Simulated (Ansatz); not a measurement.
# MgI2: how the settings move a single-point run

Aim: see which settings change the result for MgI2, by how much, and at what cost. The cell is built on a prototype (CdCl2 type) and needn't be the phase found in nature.

Program: Ansatz 0.2.0. Level of theory: reference: DFT, HSE06, plane waves, PAW. These are calculated values, not measurements.

3 further runs of the same task are left out: 3 that didn't finish.

### 1 The system as given

The structure is trigonal, space group R-3m (No. 166). Conventional cell: a = 4.157 Å, b = 4.157 Å, c = 20.677 Å, α = 90.00°, β = 90.00°, γ = 120.00°. Mg (site symmetry -3m) is surrounded by 6 I at 2.92 Å. I (site symmetry 3m) has 3 Mg at 2.92 Å as nearest neighbours.

Structure file:

```cif
data_structure
_symmetry_space_group_name_H-M 'P 1'
_symmetry_Int_Tables_number 1
_cell_length_a 7.2983
_cell_length_b 7.2983
_cell_length_c 7.2983
_cell_angle_alpha 33.096
_cell_angle_beta 33.096
_cell_angle_gamma 33.096
_cell_volume 103.16
loop_
_atom_site_label
_atom_site_type_symbol
_atom_site_fract_x
_atom_site_fract_y
_atom_site_fract_z
_atom_site_occupancy
Mg1 Mg 0.00000 0.00000 0.00000 1
I1 I 0.25269 0.25269 0.25269 1
I2 I 0.74731 0.74731 0.74731 1
```

### 2 Baseline

Input file input.yaml:

```yaml
crystal:
  lattice:
    - [2.0786779653, 1.2001252828, 6.8923459395]
    - [-2.0786779653, 1.2001252828, 6.8923459395]
    - [0.0, -2.4002505656, 6.8923459395]
  atoms:
    - { symbol: Mg, position: [0.0, 0.0, 0.0] }
    - { symbol: I, position: [0.2526882635, 0.2526882635, 0.2526882635] }
    - { symbol: I, position: [0.7473117365, 0.7473117365, 0.7473117365] }
kpoints:
  mp_grid: { grid: [4, 4, 4] }
hamiltonian:
  xc: hse06
scf:
  occupations: { method: fixed }
  n_extra_bands: 4
output:
  forces: true
  stress: true
  eigenvalues: true
```

Launch:

```
$ ansatz run input.yaml --threads 4 --pin off --max-ram 3686MiB --backend cpu --events-out ev --progress --plain --runs-dir out
```

### 3 Changing settings: exchange pbe, correlation pbe, coeff 0.2, omega 0.1

input.yaml: that of step 2 with these lines changed.

```diff
@@ -12,3 +12,3 @@
 hamiltonian:
-  xc: hse06
+  xc: { exchange: pbe, correlation: pbe, exx: { coeff: 0.2, omega: 0.1 } }
 scf:
```

### 4 Changed: exchange pbe, correlation pbe, coeff 0.4, omega 0.3

input.yaml: that of step 2 with these lines changed.

```diff
@@ -12,3 +12,3 @@
 hamiltonian:
-  xc: hse06
+  xc: { exchange: pbe, correlation: pbe, exx: { coeff: 0.4, omega: 0.3 } }
 scf:
```

### 5 Variant: exchange pbe, correlation pbe, coeff 0.1, omega 0.1

input.yaml: that of step 2 with these lines changed.

```diff
@@ -12,3 +12,3 @@
 hamiltonian:
-  xc: hse06
+  xc: { exchange: pbe, correlation: pbe, exx: { coeff: 0.1, omega: 0.1 } }
 scf:
```

### 6 Variant: exchange pbe, correlation pbe, coeff 0.75

input.yaml: that of step 2 with these lines changed.

```diff
@@ -12,3 +12,3 @@
 hamiltonian:
-  xc: hse06
+  xc: { exchange: pbe, correlation: pbe, exx: { coeff: 0.75 } }
 scf:
```

### 7 A run with other settings

input.yaml: that of step 2 with these lines changed.

```diff
@@ -16,2 +16,4 @@
   n_extra_bands: 4
+  mixing: { beta: 1.0 }
+  max_iter: 65
 output:
```

(Steps that only read results are left out.)

Q: Predict the outcome of this session. Wanted: for each run, ending; energy change; pressure; gap; force.

The runs gave:

```
                                                   run     ending   energy change  pressure (GPa)  gap (eV)  force (eV/Å)  cycles  time
                                             reference  converged               0             0.5      4.20          0.11      15  17 s
1: exchange pbe, correlation pbe, coeff 0.2, omega 0.1  converged  not comparable             0.6      4.27          0.10      15  17 s
2: exchange pbe, correlation pbe, coeff 0.4, omega 0.3  converged  not comparable             0.2      4.44          0.16      16  18 s
3: exchange pbe, correlation pbe, coeff 0.1, omega 0.1  converged  not comparable             0.9      3.76          0.05      13  15 s
          4: exchange pbe, correlation pbe, coeff 0.75  converged  not comparable            -0.8      8.33          0.29      21  21 s
                                    5: mixing.beta 1.0  converged    0.0 meV/atom             0.5      4.20          0.11      17  17 s
```

Residual by cycle in the longest SCF loop of each run; runs are numbered as in the table. The quantity is the density residual dr2, in eV.

```
cycle  reference    run 1    run 2   run 3    run 4    run 5
    1    0.00892  0.00595   0.0184   0.002   0.0368  0.00596
    2    0.00279  0.00189  0.00531  7.5e-4   0.0346  0.00693
    3     8.8e-4   5.7e-4  0.00268  1.0e-4  0.00739  0.00271
    4     8.7e-5   6.5e-5   2.9e-4  2.6e-5  0.00169   5.6e-4
    5     1.1e-5   6.7e-6   5.2e-5  4.4e-6   1.8e-4   1.1e-4
    6     5.7e-6   3.2e-6   2.5e-5  3.1e-7   1.3e-4   8.5e-6
    7     1.6e-7   8.0e-8   1.3e-6  1.6e-7   3.7e-5   1.9e-6
```

**Reading.** «mixing.beta 1.0» leaves the energy as it was. The gap of the reference lacks spin-orbit coupling, though the cell holds I.
